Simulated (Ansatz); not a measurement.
**SiO₂: which input changes reach the field gradients?**

Cell: a Materials Project structure (computed, not necessarily an observed phase).

```cif
data_SiO2
_symmetry_space_group_name_H-M 'P2_13'
_symmetry_Int_Tables_number 198
_cell_length_a 7.0818
_cell_length_b 7.0818
_cell_length_c 7.0818
_cell_angle_alpha 90.000
_cell_angle_beta 90.000
_cell_angle_gamma 90.000
loop_
_atom_site_label
_atom_site_type_symbol
_atom_site_symmetry_multiplicity
_atom_site_Wyckoff_symbol
_atom_site_fract_x
_atom_site_fract_y
_atom_site_fract_z
Si1 Si 4 a 0.9780 0.5220 0.4780
Si5 Si 4 a 0.7168 0.7832 0.2168
O9 O 12 b 0.8608 0.3365 0.5394
O17 O 4 a 0.1524 0.1524 0.1524
```

One atom of each set is listed.

Reference run. Method: Kohn–Sham DFT in Ansatz, PBE, plane waves and PAW, scalar-relativistic, 420 eV cutoff, Γ-centred 3×3×3 k-points, Fermi–Dirac smearing 0.02 eV.

It gives V_zz (10²¹ V/m²) O17 10.22 (η 0.00), Si5 0.53 (η 0.00), among others. Each of these runs changes the input as listed (caps on SCF iterations aside):

A. hamiltonian.xc: pbe → lda; basis.ecutrho_ratio: not typed → 12
B. scf.mixing.algorithm: not typed → anderson; scf.mixing.beta: not typed → 0.1; scf.mixing.ndim: not typed → 16

Task: Which of these changes matter for the gradients?

Result: 

| run | O17 V_zz (η) | Si5 V_zz (η) | largest change of a gradient tensor, all atoms | note |
| --- | --- | --- | --- | --- |
| A | 9.95 (0.00) | 0.50 (0.00) | 0.27 | converged; another functional |
| B | 10.22 (0.00) | 0.53 (0.00) | 0.00 | converged |

Run A moves them most, on O17 (V_zz from 10.22 to 9.95); against its own size the tensor moves most on Si5 among sites above 0.3 (by 0.02, V_zz from 0.53 to 0.50).

Run A changes hamiltonian.xc, basis.ecutrho_ratio together, so the table can't tell their shares apart.

On the reference run: The largest force is 0.3 eV/Å, so the atoms aren't at the calculated equilibrium and relaxing them would move these values.
